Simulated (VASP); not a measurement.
Runs of VASP 6.6.1 on BeS. It takes space group F-43m (No. 216, cubic). The conventional cell has a = 4.850 Å, b = 4.850 Å, c = 4.850 Å, α = 90.00°, β = 90.00°, γ = 90.00°. S (site symmetry -43m) is surrounded by 4 Be at 2.10 Å. Be (site symmetry -43m) is surrounded by 4 S at 2.10 Å. 

```tsv
level	potentials or basis	gap on the mesh (eV)
LDA	VASP PAW LDA potentials, release 64 (S, Be)	(a)
PBE	VASP PAW PBE potentials, release 64 (S, Be)	3.11
PBEsol	VASP PAW PBE potentials, release 64 (S, Be)	2.93
TB-mBJ	VASP PAW PBE potentials, release 64 (S, Be)	4.35
```

Alike in all rows: task band structure; no spin polarisation; cell as given; k mesh 10 × 10 × 10; cutoff (eV) 520; smearing gaussian 0.02 eV.

Problem. Fill in the values left out.

Solution. (a) 2.90.

